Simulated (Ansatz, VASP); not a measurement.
**One calculation of Y, two programs**

File INCAR:

```
PREC = Accurate ; ENCUT = 520
EDIFF = 1E-7 ; ISMEAR = -1
SIGMA = 0.05 ; LREAL = False
LASPH = True ; NELM = 80
ALGO = Normal ; ISIF = 2
LWAVE = False ; LCHARG = False
GGA = PE ; NBANDS = 12
```

KPOINTS

```
regular mesh
0
Gamma
  9 9 9
```

POSCAR

```
Y
1.0
    0.0000000000      2.5855737421      2.5855737421
    2.5855737421      0.0000000000      2.5855737421
    2.5855737421      2.5855737421      0.0000000000
Y
1
Direct
    0.0000000000      0.0000000000      0.0000000000
```

input.yaml

```yaml
crystal:
  lattice:
    - [0.0, 2.5855737421, 2.5855737421]
    - [2.5855737421, 0.0, 2.5855737421]
    - [2.5855737421, 2.5855737421, 0.0]
  atoms:
    - { symbol: "Y", position: [0.0, 0.0, 0.0] }
hamiltonian:
  xc: pbe
  pseudopotentials: { kind: paw }
kpoints:
  mp_grid: { grid: [9, 9, 9] }
scf:
  occupations: { method: fermi_dirac, width: 0.05 }
output:
  forces: true
  stress: true
  eigenvalues: true
```

Change from the starting cell: volume scaled by 1.04.

Alike in both runs: task single point; functional PBE; k mesh 9 × 9 × 9; occupations fermi-dirac, width 0.05 eV; no spin polarisation.

|  | VASP | Ansatz |
| --- | --- | --- |
| version | VASP 6.6.1 | Ansatz 0.2.0 |
| potentials or method | VASP PAW PBE potentials, release 64 (Y_sv) | Ansatz PAW |
| plane-wave cutoff (eV) | 520 | 420 |
| valence electrons in the cell | 11 | 11 |

Ansatz gave:

```
gap on the k mesh at the Fermi level (eV) : none
pressure (GPa)                            : -2.2
```

Problem. Estimate VASP's values.

Solution. gap on the k mesh at the Fermi level (eV): none; pressure (GPa): -2.3.

A gap of «none» marks a metal or a gap that the smearing closes.
